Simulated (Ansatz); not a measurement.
# Te2Mo under changes of volume

One of the cells (24.965 Å³/atom); the others are scaled copies at fixed shape and fractional positions:

```
CELL_PARAMETERS angstrom
3.51820 0.00000 0.00000
-1.75910 3.04685 0.00000
0.00000 0.00000 13.97360
ATOMIC_POSITIONS crystal
Te 0.66667 0.33333 0.37900
Te 0.33333 0.66667 0.87900
Te 0.66667 0.33333 0.12100
Te 0.33333 0.66667 0.62100
Mo 0.66667 0.33333 0.75000
Mo 0.33333 0.66667 0.25000
```

```yaml
Program: Ansatz 0.2.0
Functional: r2SCAN
Dispersion: rVV10
Potentials_or_basis: Ansatz PAW
Cutoff: "500 eV (not typed: the program's choice for these potentials)"
k_mesh: 9 × 9 × 2
Occupations: fermi-dirac, width 0.05 eV
Spin: no spin polarisation
```

```csv
volume (Å³/atom),energy over the lowest point (meV/atom),pressure (GPa),gap on the mesh (eV),largest force (eV/Å)
23.467,43.23,8.6,0.84,0.898
23.966,20.79,5.8,0.86,0.558
24.466,6.66,3.3,0.87,0.244
24.965,0.00,1.0,0.88,0.045
25.464,0.02,-1.0,0.88,0.312
25.963,6.03,-2.8,0.89,0.559
26.463,?,?,?,?
```

Question: What does the run at 26.463 Å³/atom give?

Answer: Energy over the lowest point 17.41 meV/atom; pressure -4.5 GPa; gap on the mesh 0.90 eV; largest force 0.786 eV/Å.

Worked out: A Birch-Murnaghan fit of order 3 (a polynomial in V^(-2/3)) to the other rows has its minimum at 25.21 Å³/atom with B0 = V·E''(V) = 103 GPa and B' = 4.5 at fixed shape and positions, which overstates the stiffness. It gives 17.43 meV/atom at 26.463 Å³/atom, against the run's 17.41, and -dE/dV = -4.5 GPa, against -4.5. A straight line through the other rows of the gap, of slope 0.454 eV per unit of ln V, extrapolates to 0.90 eV, against the run's 0.90.

Energies are extrapolated to zero smearing.

Caveats: odd divisions of the mesh miss points on the zone boundary, where band edges often lie, so the gap on the mesh can be too wide; spin-orbit coupling is left out, which moves the levels of the heavy elements; the PAW data sets come from PBE, with cores solved anew for the run's functional, which leaves a small shift of forces and pressure.

A mesh can miss the band edges.
